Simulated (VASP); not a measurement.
Set up this calculation in VASP 6.6.1, as the native input.

* Task: single point
* Functional: r2SCAN
* Potentials or basis: VASP PAW PBE potentials, release 64 (Sn_d)
* Cutoff: 520 eV
* k mesh: 6 × 6 × 4
* Occupations: gaussian, width 0.1 eV
* Spin: no spin polarisation
* Dipole correction: no
* Further INCAR settings: ALGO = Normal; EDIFF = 1e-06; NBANDS = 28

Sn:

```xyz
3
Lattice="4.7973 0.0000 0.0000 -2.3987 4.1546 0.0000 0.0000 0.0000 5.4427" Properties=species:S:1:pos:R:3 pbc="T T T"
Sn    1.0813    0.0000    1.8142
Sn   -0.5407    0.9364    3.6285
Sn    1.8580    3.2182    0.0000
```

The cell was built by a generator and needn't be a form met in nature.

The input as run:

POSCAR

```
Sn
1.0
    4.7973205750      0.0000000000      0.0000000000
   -2.3986602875      4.1546014881      0.0000000000
    0.0000000000      0.0000000000      5.4427207820
Sn
3
Direct
    0.2254000000      0.0000000000      0.3333333333
    0.0000000000      0.2254000000      0.6666666667
    0.7746000000      0.7746000000      0.0000000000
```

INCAR.step1

```
PREC     = Accurate       # precision mode
ENCUT    = 520            # plane-wave cutoff, eV
ISMEAR   = 0              # smearing method
SIGMA    = 0.1            # smearing width, eV
LREAL    = False          # projectors in reciprocal space
LASPH    = True           # aspherical terms in the spheres
NELM     = 100            # most SCF steps
NBANDS   = 28             # bands
GGA      = PE             # functional
ALGO     = Normal         # electronic algorithm
EDIFF    = 1E-4           # SCF threshold, eV
LWAVE    = True           # write WAVECAR
LCHARG   = False          # write CHGCAR
```

INCAR.step2

```
PREC     = Accurate       # precision mode
ENCUT    = 520            # plane-wave cutoff, eV
EDIFF    = 1E-6           # SCF threshold, eV
ISMEAR   = 0              # smearing method
SIGMA    = 0.1            # smearing width, eV
LREAL    = False          # projectors in reciprocal space
LASPH    = True           # aspherical terms in the spheres
NELM     = 100            # most SCF steps
ALGO     = Normal         # electronic algorithm
ISIF     = 2              # what is computed and relaxed
LWAVE    = False          # write WAVECAR
LCHARG   = True           # write CHGCAR
METAGGA  = R2SCAN         # meta-GGA
LMIXTAU  = True         
LELF     = True           # ELF
LVHAR    = True         
NBANDS   = 28             # bands
ISTART   = 1
```

KPOINTS

```
Automatic mesh
0
Gamma
  6 6 4
```

Potentials or basis: VASP PAW PBE potentials, release 64 (Sn_d).

Run with:

```console
$ cat potpaw_PBE.64/Sn_d/POTCAR > POTCAR
$ cp INCAR.step1 INCAR
$ mpirun -np 1 vasp_std > vasp.out
$ cp INCAR.step2 INCAR
$ mpirun -np 1 vasp_std > vasp.out
```

Results of the run:

```
Pressure               : 3.7 GPa
Largest force          : 3.115 eV/Å
Band gap on the k mesh : none (metal or under the smearing width)
```

Caveat: the PAW data sets were made with another functional, which shifts forces and pressure a little.

Run time: 2.7 min on 1 thread of Intel(R) Xeon(R) Platinum 8259CL CPU @ 2.50GHz (Skylake/Cascade Lake), with other jobs on the host, peak memory 0.25 GiB.
